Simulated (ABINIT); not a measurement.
# Al (Fm-3m) in ABINIT: a series of runs

The runs below take Al through band structure, equation of state, with r2SCAN, BLYP+D3(BJ), BLYP.

Program: ABINIT 10.8.3 (patched build). These are calculated values, not measurements. Logs are shortened: lines on timing, memory, paths and dates and some standing lists are left out, and cuts for length are marked. The log counts tension as positive stress, the text compression.

## (1) The structure

Symmetry: Fm-3m, No. 225, cubic system. Conventional cell: a = 4.050 Å, b = 4.050 Å, c = 4.050 Å, α = 90.00°, β = 90.00°, γ = 90.00°. Al (site symmetry m-3m) is surrounded by 12 Al at 2.86 Å.

## (2) Band structure, r2SCAN

run.abi reads:

```
# Datasets: ground state, then fixed potential
ndtset 2

# Pseudopotentials
pp_dirpath "./"
pseudos "Al.upf"

# Structure
acell 3*1.0 Angstrom
rprim
     0.0000000000     2.0248050000     2.0248050000
     2.0248050000     0.0000000000     2.0248050000
     2.0248050000     2.0248050000     0.0000000000
ntypat 1
znucl 13
natom 1
typat 1
xred
     0.0000000000     0.0000000000     0.0000000000

# Plane-wave basis
ecut 24.0

# Exchange and correlation
ixc -497498
usekden 1
nc_xccc_gspace 1
boxcutmin 3.0

# Bands and occupations
occopt 3
tsmear 0.05 eV

# SCF cycle
nstep 100

# Output
iomode 3
prtwf 0
prteig 0
prtebands 0
prtden1 1
prtkden1 1

# Dataset 1
kptopt1 1
ngkpt1 11 11 11
nshiftk1 1
shiftk1 0.0 0.0 0.0
nband1 6
tolvrs1 1.0e-9

# Dataset 2: bands along G-X-W-K-G-L-U-W-L-K
iscf2 -2
getden2 1
getkden2 1
nband2 10
nbdbuf2 2
tolwfr2 1.0e-12
kptopt2 -9
ndivsm2 6
prteig2 1
prtvol2 -3
kptbounds2
     0.0000000000     0.0000000000     0.0000000000
     0.5000000000     0.0000000000     0.5000000000
     0.5000000000     0.2500000000     0.7500000000
     0.3750000000     0.3750000000     0.7500000000
     0.0000000000     0.0000000000     0.0000000000
     0.5000000000     0.5000000000     0.5000000000
     0.6250000000     0.2500000000     0.6250000000
     0.5000000000     0.2500000000     0.7500000000
     0.5000000000     0.5000000000     0.5000000000
     0.3750000000     0.3750000000     0.7500000000
```

Potentials or basis: PseudoDojo NC SR PBE v0.5 standard.

Launch:

```console
abinit run.abi > log 2>&1
```

run.abo:

```text
.Version 10.8.3 of ABINIT
 DATASET    1 : space group Fm -3 m (#225); Bravais cF (face-center cubic)
================================================================================
 Values of the parameters that define the memory need for DATASET  1.
     intxc =       0    ionmov =       0      iscf =       7    lmnmax =       6
     lnmax =       6     mgfft =      36  mpssoang =       3    mqgrid =    3001
     natom =       1  nloc_mem =       1    nspden =       1   nspinor =       1
    nsppol =       1      nsym =      48    n1xccc =    2501    ntypat =       1
    occopt =       3   xclevel =       2
       mpw =         641          nfft =       46656          nkpt =          56
================================================================================
================================================================================

 DATASET    2 : space group Fm -3 m (#225); Bravais cF (face-center cubic)
================================================================================
 Values of the parameters that define the memory need for DATASET  2.
     intxc =       0    ionmov =       0      iscf =      -2    lmnmax =       6
     lnmax =       6     mgfft =      36  mpssoang =       3    mqgrid =    3001
     natom =       1  nloc_mem =       1    nspden =       1   nspinor =       1
    nsppol =       1      nsym =      48    n1xccc =    2501    ntypat =       1
    occopt =       3   xclevel =       2
       mpw =         639          nfft =       46656          nkpt =         103
================================================================================
================================================================================

--------------------------------------------------------------------------------
------------- Echo of variables that govern the present computation ------------
--------------------------------------------------------------------------------
 -outvars: echo values of preprocessed input variables --------
            acell      1.8897261259E+00  1.8897261259E+00  1.8897261259E+00 Bohr
              amu      2.69815390E+01
        boxcutmin      3.00000000E+00
             ecut      2.40000000E+01 Hartree
           getden1          0
           getden2          1
          getkden1          0
          getkden2          1
             iscf1          7
             iscf2         -2
              ixc     -497498
           jdtset        1    2
           kptopt1          1
           kptopt2         -9
         kptrlatt       11    0    0      0   11    0      0    0   11
          kptrlen1     5.95236775E+01
          kptrlen2     3.00000000E+01
            natom           1
            nband1          6
            nband2         10
           nbdbuf1          0
           nbdbuf2          2
   nc_xccc_gspace           1
           ndtset           2
[... 749 lines left out ...]

--- !ResultsGS
iteration_state: {dtset: 2, }
comment   : Summary of ground state results
lattice_vectors:
- [  0.0000000,   3.8263269,   3.8263269, ]
- [  3.8263269,   0.0000000,   3.8263269, ]
- [  3.8263269,   3.8263269,   0.0000000, ]
lattice_lengths: [   5.41124,    5.41124,    5.41124, ]
lattice_angles: [ 60.000,  60.000,  60.000, ] # degrees, (23, 13, 12)
lattice_volume:   1.1204080E+02
convergence: {deltae:  0.000E+00, res2:  0.000E+00, residm:  9.965E-13, diffor:  0.000E+00, }
etotal    :  -2.34163824E+00
entropy   :   0.00000000E+00
fermie    :   2.52764988E-01
cartesian_stress_tensor: null
pressure_GPa: null
xred      :
- [  0.0000E+00,   0.0000E+00,   0.0000E+00, Al]
cartesian_forces: null
force_length_stats: {min: null, max: null, mean: null, }
...

 Integrated electronic density in atomic spheres:
 ------------------------------------------------
 Atom  Sphere_radius  Integrated_density
    1        2.00000          0.88232843
================================================================================

 ----iterations are completed or convergence reached----

 Mean square residual over all n,k,spin=   44.161E-14; max=  99.652E-14
 reduced coordinates (array xred) for    1 atoms
       0.000000000000      0.000000000000      0.000000000000

 cartesian coordinates (angstrom) at end:
    1      0.00000000000000     0.00000000000000     0.00000000000000
 length scales=  1.889726125908  1.889726125908  1.889726125908 bohr
              =  1.000000000000  1.000000000000  1.000000000000 angstroms
 Eigenvalues (hartree) for nkpt= 103  k points:
 kpt#   1, nband= 10, wtk=  1.00000, kpt=  0.0000  0.0000  0.0000 (reduced coord)
  -0.18483    0.75482    0.75482    0.75482    0.80273    0.80273    0.80273    0.89634
   1.02452    1.02452
 kpt#   2, nband= 10, wtk=  1.00000, kpt=  0.0294  0.0000  0.0294 (reduced coord)
  -0.18360    0.73681    0.73681    0.74449    0.79961    0.82255    0.82255    0.90911
   1.00659    1.02566
 kpt#   3, nband= 10, wtk=  1.00000, kpt=  0.0588  0.0000  0.0588 (reduced coord)
  -0.17992    0.70748    0.70748    0.72057    0.79078    0.85730    0.85730    0.94039
   0.96193    1.02908
 kpt#   4, nband= 10, wtk=  1.00000, kpt=  0.0882  0.0000  0.0882 (reduced coord)
  -0.17379    0.67802    0.67802    0.69197    0.77752    0.89562    0.89562    0.90570
   0.98123    1.03476
 kpt#   5, nband= 10, wtk=  1.00000, kpt=  0.1176  0.0000  0.1176 (reduced coord)
  -0.16522    0.65000    0.65000    0.66272    0.76130    0.84564    0.93571    0.93571
   1.02762    1.04269
 kpt#   6, nband= 10, wtk=  1.00000, kpt=  0.1471  0.0000  0.1471 (reduced coord)
  -0.15421    0.62380    0.62380    0.63441    0.74335    0.78478    0.97678    0.97678
[... 278 lines left out ...]
   0.11535    0.12730    0.39551    0.55931    0.62983    0.93019    0.99833    1.06669
   1.16520    1.17712
 kpt# 100, nband= 10, wtk=  1.00000, kpt=  0.4125  0.4125  0.6750 (reduced coord)
   0.13140    0.14339    0.34658    0.54352    0.61285    0.97556    0.97836    1.08207
   1.15187    1.23989
 kpt# 101, nband= 10, wtk=  1.00000, kpt=  0.4000  0.4000  0.7000 (reduced coord)
   0.14970    0.16129    0.30063    0.53004    0.59800    0.94291    1.02267    1.11163
   1.14013    1.28992
 kpt# 102, nband= 10, wtk=  1.00000, kpt=  0.3875  0.3875  0.7250 (reduced coord)
   0.16934    0.17977    0.25987    0.51888    0.58539    0.90541    1.07088    1.13050
   1.14030    1.32313
 kpt# 103, nband= 10, wtk=  1.00000, kpt=  0.3750  0.3750  0.7500 (reduced coord)
   0.17873    0.19851    0.23618    0.51003    0.57511    0.86857    1.11266    1.13008
   1.16362    1.34743

== END DATASET(S) ==============================================================
================================================================================

 -outvars: echo values of variables after computation  --------
            acell      1.8897261259E+00  1.8897261259E+00  1.8897261259E+00 Bohr
           etotal1    -2.3416382393E+00
            fcart1    -0.0000000000E+00 -0.0000000000E+00 -0.0000000000E+00
            rprim      0.0000000000E+00  2.0248050000E+00  2.0248050000E+00
                       2.0248050000E+00  0.0000000000E+00  2.0248050000E+00
                       2.0248050000E+00  2.0248050000E+00  0.0000000000E+00
           strten1     4.8216094045E-05  4.8216094045E-05  4.8216094045E-05
                       0.0000000000E+00  0.0000000000E+00  0.0000000000E+00
 Calculation completed.
```

It took 2.8 min on 1 thread of Arm Neoverse N1, shared host; peak memory 0.11 GiB.

Results:

```yaml
Free_energy: -63.7192 eV
Pressure: -1.4 GPa
Band_gap_on_the_k_mesh: none (metal or under the smearing width)
Valence_electrons_inside_the_program's_atomic_spheres: Al 0.88 (radii [1.0584] Å)
```

Levels at the corners of the path, in eV from the Fermi level:
```csv
point,band 1,band 2,band 3,band 4,band 5,band 6
Γ,-11.91,13.66,13.66,13.66,14.97,14.97
X,-3.13,-1.75,5.71,5.95,5.95,9.59
W,-0.90,-0.90,0.13,1.15,16.98,16.98
K,-2.01,-1.48,-0.45,7.00,8.77,16.76
Γ,-11.91,13.66,13.66,13.66,14.97,14.97
L,-4.96,-4.67,12.14,12.14,12.37,12.37
U,-2.01,-1.48,-0.45,7.00,8.77,16.76
W,-0.90,-0.90,0.13,1.15,16.98,16.98
L,-4.96,-4.67,12.14,12.14,12.37,12.37
K,-2.01,-1.48,-0.45,7.00,8.77,16.76
```

Caveat: a meta-GGA on potentials with a model core is unreliable; the potentials were made for another functional, which shifts forces and pressure.

[end of part 1 of 2]
